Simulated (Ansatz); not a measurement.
# SiW3 (Im-3m): comparison of functionals at one structure in Python

How far apart do the functionals lie for SiW3 (Im-3m) at one structure? Wanted for SiW3 (Im-3m): a comparison of functionals at one structure.

All numbers are computed with the Python package of Ansatz 0.2.0. The levels of theory stand in the script.

## (1) The system

It takes space group Im-3m (No. 229, cubic). Conventional cell: a = 5.212 Å, b = 5.212 Å, c = 5.212 Å, α = 90.00°, β = 90.00°, γ = 90.00°. Si (site symmetry m-3m) is surrounded by 6 W at 2.61 Å. W (site symmetry 4/mmm) is surrounded by 2 Si at 2.61 Å and 4 W at 2.61 Å.

No structure file is read: the coordinates are typed or built in the script.

## (2) The code

The input, xc_siw3.py:

```python
"""One structure of SiW3 under several functionals."""

import ansatz as az
import pandas as pd

params = {
    "smearing": "fermi_dirac",
    "cutoff_ev": 510,
}

crystal = (
    az.Lattice.bcc(5.21235)
    .space_group(229)
    .atom("Si", (0.0, 0.0, 0.0))
    .atom("W", (0.0, 0.0, 0.5))
    .primitive()
)

model = (
    crystal.calculation()
    .occupations(params["smearing"])
    .kpoints(7)
    .basis(params["cutoff_ev"])
    .pseudopotentials("paw")
    .stress()
)

rows = []
for value in ["pbesol", "rpbe", "pbe", "r2scan", "lda"]:
    r = model.functional(value).run().report
    rows.append((value, r["free_energy_ev"] / len(r["lattice"]["sites"]), r["n_iterations"], sum(r["stress_gpa"][i][i] for i in range(3)) / 3, r["n_kpoints"]))

table = pd.DataFrame(rows, columns=["functional", "F/atom (eV)", "iterations", "P (GPa)", "k-points"])
print(table.round(5).to_string(index=False))
```

## (3) The calls as engine input

The engine receives this input (first run):

```yaml
crystal:
  lattice:
    bravais: bcc
    a: 5.21235
  space_group: 229
  atoms:
    - { symbol: Si, position: [0.0, 0.0, 0.0] }
    - { symbol: W, position: [0.0, 0.0, 0.5] }
  reduce_to_primitive: true
basis:
  ecutwfc: 510.0
kpoints:
  mp_grid:
    grid: [7, 7, 7]
hamiltonian:
  xc: pbesol
  pseudopotentials:
    kind: paw
scf:
  occupations:
    method: fermi_dirac
output:
  stress: true
```

## (4) The run

Run with:

```
$ python xc_siw3.py
```

Standard output:

```text
functional  F/atom (eV)  iterations   P (GPa)  k-points
    pbesol  -7846.43202           6  -6.53033        20
      rpbe  -7956.55498           6   2.06274        20
       pbe  -7946.23449           6  -0.65705        20
    r2scan  -7956.26716           6  -3.73756        20
       lda  -7748.18180           6 -10.24310        20
```

Run time: 15 s. Hardware: 1 thread of Arm Neoverse V2, shared host; peak memory 0.67 GiB.

## (5) What changed from run to run

The engine's inputs for some of the other runs:

Run 2, against run 1:

```diff
@@ -16 +16 @@
-  xc: pbesol
+  xc: rpbe
```

Run 4, against run 1:

```diff
@@ -16 +16 @@
-  xc: pbesol
+  xc: r2scan
```

Run 5, against run 1:

```diff
@@ -16 +16 @@
-  xc: pbesol
+  xc: lda
```

## (6) Run by run

The 5 runs, in the order started:

| run | functional | energy (eV/atom) | pressure (GPa) | SCF cycles | CPU time (s) |
| --- | --- | --- | --- | --- | --- |
| 1 | pbesol | -7846.4320 | -6.53 | 6 | 2.2 |
| 2 | rpbe | -7956.5550 | 2.06 | 6 | 2.1 |
| 3 | pbe | -7946.2345 | -0.66 | 6 | 2.2 |
| 4 | r2scan | -7956.2672 | -3.74 | 6 | 5 |
| 5 | lda | -7748.1818 | -10.24 | 6 | 2 |

Energies are free energies F = E - TS of the smeared occupations. Totals hang on method, basis and potentials, so only like runs compare.

## (7) What came out

| quantity | value |
| --- | --- |
| runs compared | 5 |
| pressure at this cell | -10.2 (lda) to 2.1 GPa (rpbe) |

From lowest to highest: LDA (-10.2 GPa), PBEsol (-6.5 GPa), r2SCAN (-3.7 GPa), PBE (-0.7 GPa) and RPBE (2.1 GPa). At a fixed cell a lower pressure usually means a smaller equilibrium volume, so LDA prefers the smallest cell and RPBE the largest. For a metal this k-point mesh is coarse: on a finer one energies can move by several to tens of meV an atom and pressures by half a GPa or more, differences at one mesh by less. Pressure is positive in compression. Spin-orbit coupling, which matters for elements this heavy, is left out. The structure comes from a database of computed cells and needn't be a stable or known phase. Total energies of different functionals can't be compared; pressures, moments and gaps at this one structure can.
